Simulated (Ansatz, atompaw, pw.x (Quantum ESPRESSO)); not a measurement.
oxygen (O) (bcc): variants of one PAW (atompaw) potential in the solid

```
Element                 : O (Z = 8)
Generator               : atompaw 4.2.0.5
Type                    : PAW
Functional              : PBE
Relativity              : scalar-relativistic
Frozen core             : [He]
Valence charge          : 6
Reference configuration : 2s2 2p4
Partial waves           : 2s (bound): rc 0.75 bohr; 2s channel at 1.5 Ry: rc 0.75 bohr; 2p (bound): rc 1.50 bohr; 2p channel at 0.05 Ry: rc 1.50 bohr
Local potential         : bessel scheme, radius 1.05 bohr
Core correction         : smooth core density matched at 1.45 bohr
Augmentation charge     : besselshape compensation charge, radius 1.30 bohr; PAW radius 1.50 bohr; waves and projectors: custom rrkj gramschmidtortho
```

Crystal test: bcc O in pw.x 7.5, no spin, 18³ k-points, Fermi–Dirac smearing 0.01 Ry, cutoffs set for each file from its atomic test. The reference is all-electron LAPW (Ansatz 0.2.0) with the same functional, mesh and smearing; V0 and B0 come from Birch–Murnaghan fits to the pressures at five volumes. Errors are pseudo minus all-electron; Δ is the rms difference of the E(V) curves that follow from these fits, minima aligned, over ±6 % about the mean V0. Mesh and smearing are coarse, so the numbers serve the comparison and aren't converged zero-temperature values; the lattice is a test structure that the element need not adopt. Spin polarisation is left out.

All-electron: a0 = 2.500 Å (V0 = 7.82 Å³/atom), B0 = 147.5 GPa.

2 further variants are left out: they gave no file fit for a test, a broken result, the same result as the base, or pressures whose basis-set error rivals the error shown.

| change | cutoffs (Ry) | pw.x | a0 (Å) | a0 error (%) | B0 error (%) | Δ (meV/atom) | mean pressure error (GPa) |
| --- | --- | --- | --- | --- | --- | --- | --- |
| base | 100/900 | converged | 2.504 | +0.14 | -0.0 | 1.1 | +0.66 |
| all radii scaled by about 1.12 (s 0.84, p 1.68 bohr); local potential bessel scheme, radius 1.18 bohr; augmentation besselshape compensation charge, radius 1.44 bohr; PAW radius 1.68 bohr; waves and projectors: custom rrkj gramschmidtortho; core correction smooth core density matched at 1.62 bohr | 70/700 | converged | 2.507 | +0.28 | +0.4 | 2.1 | +1.31 |
| all radii scaled by about 1.28 (s 0.96, p 1.92 bohr); local potential bessel scheme, radius 1.34 bohr; augmentation besselshape compensation charge, radius 1.66 bohr; PAW radius 1.92 bohr; waves and projectors: custom rrkj gramschmidtortho; core correction smooth core density matched at 1.86 bohr | 45/450 | converged | 2.512 | +0.48 | -0.6 | 3.6 | +2.26 |

Problem. Give the row for: all radii scaled by about 1.04 (s 0.78, p 1.56 bohr); local potential bessel scheme, radius 1.10 bohr; augmentation besselshape compensation charge, radius 1.36 bohr; PAW radius 1.56 bohr; waves and projectors: custom rrkj gramschmidtortho; core correction smooth core density matched at 1.52 bohr.

Solution. pw.x: converged; mean pressure error (GPa): +0.94; a0 (Å): 2.505; a0 error (%): +0.20; B0 error (%): -0.6; Δ (meV/atom): 1.5.
